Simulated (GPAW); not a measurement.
The system is Cd.

```
Cd
1.0
     2.97887    0.00000    0.00000
    -1.48944    2.57978    0.00000
     0.00000    0.00000    5.61765
Cd
2
Direct
  0.66667 0.33333 0.75000
  0.33333 0.66667 0.25000
```

* Program: GPAW 26.7.0
* Task: relaxation of cell and atoms
* Functional: PBE
* Dispersion: D4
* Potentials or basis: GPAW PAW data sets (gpaw-data 1.2.1)
* Cutoff: 600 eV
* Basis: pw
* k mesh: 7 × 7 × 4
* Occupations: fermi-dirac, width 0.05 eV
* Spin: no spin polarisation

At the start: pressure -0.8 GPa; volume 21.59 Å³/atom.

Problem. How do energy, volume and symmetry change on relaxing?

Solution. Over 4 steps the energy falls by 2.0 meV/atom and the volume is 21.15 Å³/atom (-2.0 %); space group P6_3/mmc (No. 194, to 0.05 Å).

The path:
| step | energy change (eV) | largest force (eV/Å) | pressure (GPa) | volume (Å³) |
| --- | --- | --- | --- | --- |
| 1 | 0.0000 | 0.0001 | -0.78 | 43.17 |
| 2 | -0.0008 | 0.0004 | -0.68 | 43.07 |
| 3 | -0.0039 | 0.0003 | 0.38 | 42.16 |
| 4 | -0.0041 | 0.0003 | 0.19 | 42.30 |

Final structure:
```
Cd
1.0
     2.97224    0.00000    0.00000
    -1.48612    2.57404    0.00000
     0.00000    0.00000    5.52956
Cd
2
Cartesian
  1.4861 0.8580 4.1472
  0.0000 1.7160 1.3823
```

Caveat: later steps reuse the first step's grids; pairwise dispersion overbinds metals, which lowers pressure and volume.
